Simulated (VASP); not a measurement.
Input of a VASP 6.6.1 run:

File INCAR:

```
SYSTEM = AgI
PREC     = Accurate       ! precision mode
ENCUT    = 600            ! plane-wave cutoff, eV
EDIFF    = 1E-6           ! SCF threshold, eV
ISMEAR   = 0              ! smearing method
SIGMA    = 0.01           ! smearing width, eV
LREAL    = .False.        ! projectors in reciprocal space
LASPH    = .True.         ! aspherical terms in the spheres
NELM     = 60             ! most SCF steps
ALGO     = Normal         ! electronic algorithm
ISIF     = 3              ! what is computed and relaxed
LWAVE    = .False.        ! write WAVECAR
LCHARG   = .False.        ! write CHGCAR
GGA      = PE             ! functional
IBRION   = 2              ! ionic algorithm
NSW      = 80             ! ionic steps
EDIFFG   = -0.001         ! ionic threshold
```

The input KPOINTS:

```
regular mesh
0
Gamma
  8 8 8
  0 0 0
```

Contents of POSCAR:

```
AgI
1.0
    0.0000000000      3.3155353149      3.3155353149
    3.3155353149      0.0000000000      3.3155353149
    3.3155353149      3.3155353149      0.0000000000
Ag I
1 1
Direct
    0.0000000000      0.0000000000      0.0000000000
    0.2500000000      0.2500000000      0.2500000000
```

Potentials or basis: VASP PAW PBE potentials, release 64 (Ag, I).

Run with:

```console
$ cat potpaw_PBE.64/Ag/POTCAR potpaw_PBE.64/I/POTCAR > POTCAR
$ mpirun -np 1 vasp_std > vasp.out
```

Task: Predict the space group after relaxing (to 0.05 Å).

Result: F-43m (No. 216).

Task: What does it give for the relaxed cell?

Result: a = 4.683 Å, b = 4.683 Å, c = 4.683 Å, α = 60.00°, β = 60.00°, γ = 60.00°.

Task: Predict the band gap on the k mesh.

Result: 1.35 eV, direct.

Task: Estimate the relaxed volume.

Result: 36.31 Å³/atom.

Final structure:
```
Ag I
1.0
     0.00000    3.31129    3.31129
     3.31129    0.00000    3.31129
     3.31129    3.31129    0.00000
Ag I
1 1
Direct
  0.00000 0.00000 0.00000
  0.25000 0.25000 0.25000
```

Caveat: spin-orbit coupling is left out, which moves the levels of the heavy elements.
